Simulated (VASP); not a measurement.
# BP: optical spectrum, part 3 of 3

Wanted: where BP absorbs light, and how strongly it screens. The cell is of the zinc-blende type, one of the forms listed for this formula. The start is a cell from a database of measured crystal structures.

VASP 6.6.1, plane waves and PAW; the level of theory is named at each step.

So far, mean electronic dielectric tensor with local fields: step 4 (static response with local fields) 9.17.

### 5. Spectrum at LDA (continued)

Level of this step: LDA; plane waves and PAW (P, B) (VASP).

From OUTCAR (step 5):

```text
   NELECT =       8.0000    total number of electrons

 E-fermi :   7.4503

 k-point     1 :       0.0000    0.0000    0.0000
  band No.  band energies     occupation
      1      -8.1545      2.00000
      2       7.2581      2.00000
      3       7.2581      2.00000
      4       7.2581      2.00000
      5      10.6399      0.00000
      6      10.6399      0.00000
      7      10.6399      0.00000
      8      14.6316      0.00000
      9      18.4987      0.00000
    ...

  Total       -0.6299859     -0.6299859     -0.6299859     -0.0000000      0.0000000     -0.0000000
  in kB      -43.2024074    -43.2024074    -43.2024074     -0.0000000      0.0000000     -0.0000000
  external PRESSURE =     -43.2024074 kB  Pullay stress =       0.0000000 kB

 POSITION                                       TOTAL-FORCE (eV/Angst)
 -----------------------------------------------------------------------------------
      3.40350      3.40350      3.40350         0.000000      0.000000      0.000000
      0.00000      0.00000      0.00000        -0.000000     -0.000000     -0.000000
 -----------------------------------------------------------------------------------
    total drift:                               -0.000000     -0.000000     -0.000000

  FREE ENERGIE OF THE ION-ELECTRON SYSTEM (eV)
  ---------------------------------------------------
  free  energy   TOTEN  =       -14.2579546664 eV

  energy  without entropy=      -14.2579546664  energy(sigma->0) =      -14.25795467

 plasma frequency squared (from intraband transitions) (eV^2)
  --------------------------------------------------------------------------------------
       0.000      -0.000      -0.000
      -0.000       0.000       0.000
      -0.000       0.000       0.000

[... 8 parts as in an earlier step ...]

[... 8 further parts left out ...]
```

The PAW data sets were made with PBE, though LDA sets exist; this is a small mismatch.

Numbers from this step:

```yaml
free_energy_toten: -14.26 eV
fermi_energy: 7.450 eV
pressure: -4.320 GPa
gap_on_the_k_mesh: 1.211 eV
least_direct_gap_on_the_k_mesh: 3.382 eV
```

The imaginary dielectric function, xx has structure finer than the step of the table below, so its rows give means over 1 eV, whole bins alone (the curve runs from 0 to 25.0 eV). Peaks (eV: height): 5.7: 32.6, 6.6: 26.2.

Absorption under the direct gap is the tail of the CSHIFT broadening, and fine structure depends on the mesh. Imaginary dielectric function, xx against photon energy; means over each step:

photon energy (eV), imaginary dielectric function, xx and a bar:
```
        1        0.1 
        2        0.2 
        3        0.9 #
        4        5.3 ######
        5       14.1 #################
        6       25.0 ##############################
        7       15.6 ###################
        8        5.9 #######
        9        5.9 #######
       10        3.1 ####
       11        2.1 ##
       12        2.0 ##
       13        1.3 #
       14        1.0 #
       15        0.8 #
       16        0.6 #
       17        0.5 #
       18        0.4 
       19        0.3 
       20        0.3 
       21        0.3 
       22        0.2 
       23        0.1 
       24        0.1
```

Real dielectric function, xx against photon energy:

photon energy (eV), real dielectric function, xx and a bar from the least value:
```
        0        9.6 ####################
        1        9.9 ####################
        2       10.8 #####################
        3       13.3 ########################
        4       15.5 ##########################
        5       19.4 ##############################
        6       -2.4 #######
        7       -9.4 
        8       -5.4 ####
        9       -5.0 #####
       10       -4.7 #####
       11       -2.5 #######
       12       -2.4 #######
       13       -1.9 ########
       14       -1.5 ########
       15       -1.2 ########
       16       -1.0 #########
       17       -0.7 #########
       18       -0.5 #########
       19       -0.3 #########
       20       -0.3 ##########
       21       -0.2 ##########
       22        0.0 ##########
       23        0.0 ##########
       24        0.1 ##########
```

### 6. Spectrum, one more run

This step: PBE; plane waves and PAW (P, B) (VASP 6.6.1).

A run with a slip in its input follows, to show how it looks in the output.

INCAR

```
SYSTEM = BP
PREC = Accurate
ENCUT = 420
EDIFF = 1E-07
NELM = 100
ISMEAR = 0
SIGMA = 0.05
LREAL = .FALSE.
ALGO = Normal
GGA = PE
NBANDS = 16
LWAVE = .FALSE.
LCHARG = .FALSE.
KPAR = 4
LOPTICS = .TRUE.
NEDOS = 2000
CSHIFT = 2
```

POSCAR

```
BP
1.0
    0.0000000000      2.2690000000      2.2690000000
    2.2690000000      0.0000000000      2.2690000000
    2.2690000000      2.2690000000      0.0000000000
P B
1 1
Direct
    0.7500000000      0.7500000000      0.7500000000
    0.0000000000      0.0000000000      0.0000000000
```

KPOINTS

```
Automatic mesh
0
Gamma
13 13 13
0 0 0
```

Potentials, in the order of the species: P and B (PBE family, release 64).

Started as:

```sh
mpirun -np 4 vasp_std
```

What it wrote:

```text
[... set-up lines as in an earlier step ...]
 entering main loop
       N       E                     dE             d eps       ncg     rms          rms(c)
[... 13 cycles as in an earlier step ...]
   1 F= -.12930309E+02 E0= -.12930309E+02  d E =-.724476E-11
 optical routines
 imaginary and real dielectric function
 recalculating local potential from charge density
 direction            1
 direction            2
 direction            3
```

Wall time 9.4 s (4 MPI ranks of AMD EPYC 7R43, shared host); peak memory 0.5 GiB; 35 s of CPU time.

From OUTCAR (step 6):

```text
   NELECT =       8.0000    total number of electrons

 E-fermi :   7.6298

[... 20 parts as in an earlier step ...]

[... 2 further parts left out ...]
```

The run converged, but on settings that are not sound, so its numbers are not to be trusted.

Energy and pressure equal those of the sound run on this cell, within 0.05 meV an atom and 0.01 GPa.

The fault in the input: broadening far too wide (CSHIFT = 2.0). 

### 7. What came out

```
PBE, independent particles : eps xx at zero frequency 9.52, centre of weight of eps2 xx, over the range kept, at 7.32 eV, mesh 13×13×13
LDA, independent particles : eps xx at zero frequency 9.62, centre of weight of eps2 xx, over the range kept, at 7.29 eV, mesh 13×13×13
PBE, with local fields     : eps 9.17, 9.17, 9.17
```

In words: Local fields, and the bands above those summed, take the mean static value from 9.52 to 9.17. Excitons and quasiparticle shifts are absent, so the onset tends to lie too low and its shape can differ. The run with broadening far too wide isn't used: the broadening washes out the structure.

[Lines on the potential files, build, host, timing and source positions are cut from VASP's logs without a mark.]

[Logs are printed without paths, hosts, clocks, repeated set-up lines and the standing remarks that a program may print on its own settings, such as how far it seeks lower states.]

[Hosts, paths, dates, database ids (printed as entryN), source tags and the programs' standing remarks are cut or masked in the printed files.]
